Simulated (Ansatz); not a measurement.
System: Os (fcc type), 1 atom in the cell.

Method: PBE with spin–orbit coupling, plane waves, PAW datasets (generated soft set 1) in Ansatz.

Cutoff 420 eV; k-mesh 4×4×4 Γ-centred; Fermi–Dirac smearing of 0.15 eV.

```yaml
crystal:
  lattice:
    - [0.00000, 1.92650, 1.92650]
    - [1.92650, 0.00000, 1.92650]
    - [1.92650, 1.92650, 0.00000]
  atoms:
    - { symbol: Os, position: [0.00000, 0.00000, 0.00000] }
```
Lattice in Å, positions in fractions of it.

Q: What pressure does the calculation give?

A: The pressure is 1.74 GPa, so at these settings the cell is compressed and would expand.

Q: Metal or insulator on this mesh?

A: No gap opens on the mesh: metallic.

The stress includes the program's correction for the finite plane-wave basis.

The k-mesh is coarse, so these values belong to this mesh and can lie far from the converged ones. This cubic structure is a model: it isn't the usual form of the substance at ambient conditions, and such phases are metastable or hypothetical.
